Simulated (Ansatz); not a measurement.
Ca (Im-3m) under several functionals

Plane-wave DFT in Ansatz with scalar-relativistic PAW potentials. The same structure was relaxed (cell and atoms, symmetry kept) in separate runs at each level. No spin polarisation.

**Question.** How do the levels LDA, PBE, PBE+D3(BJ), PBEsol compare?

**Answer.**
| level | cutoff (eV) | k mesh | V (Å³/atom) | a (Å) |
| --- | --- | --- | --- | --- |
| LDA | 420 | 14×14×14 | 37.543 | 4.219 |
| PBE+D3(BJ) | 420 | 14×14×14 | 39.966 | 4.308 |
| PBEsol | 420 | 14×14×14 | 40.395 | 4.323 |
| PBE | 420 | 14×14×14 | 42.042 | 4.381 |

The usual order of volumes, LDA < PBEsol < PBE, holds here (37.543, 40.395, 42.042 Å³/atom). As a rule LDA overbinds; PBEsol, built on the gradient expansion of slowly varying densities, lies between LDA and PBE; PBE's stronger gradient term for exchange weakens bonds. Adding D3 to PBE changes the volume by -4.9 %; the term is attractive, so it pulls cells in. In metals the pairwise form ignores screening by the conduction electrons and often pulls in too far.

This bcc form isn't the element's structure at ambient conditions.